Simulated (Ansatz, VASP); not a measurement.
**Two plane-wave programs on TlBr**

```xyz
2
Lattice="3.9792 0.0000 0.0000 0.0000 3.9792 0.0000 0.0000 0.0000 3.9792" Properties=species:S:1:pos:R:3 pbc="T T T"
Tl    0.0000    0.0000    0.0000
Br    1.9896    1.9896    1.9896
```

Alike in both runs: functional PBE; dispersion D3(BJ); k mesh 8 × 8 × 8; occupations gaussian, width 0.02 eV; no spin polarisation.

Ansatz relaxed the structure, and its values are those at the end. VASP's run is a single point on that final structure, the one shown.

|  | VASP | Ansatz |
| --- | --- | --- |
| version | VASP 6.6.1 | Ansatz 0.2.0 |
| potentials or method | VASP PAW PBE potentials, release 64 (Tl_d, Br) | scalar-relativistic, plane waves, PAW |
| plane-wave cutoff (eV) | 520 | 420 |
| valence electrons in the cell | 20 | 20 |

|  | VASP | Ansatz | Ansatz less VASP |
| --- | --- | --- | --- |
| gap on the k mesh at the Fermi level (eV) | 1.86 | 1.85 | -0.006 |
| least direct gap on the mesh (eV) | 1.86 | 1.85 | -0.006 |
| pressure (GPa) | 0.0 | 0.0 | +0.04 |

Ansatz warned: «relaxed_geometry_near_dispersion_switch».

Caveats: spin-orbit coupling is left out, which as a rule narrows the gap of such compounds by several tenths of an eV. A hybrid or GW would open this gap; PBE tends to underestimate it. A k mesh can miss the band edges.
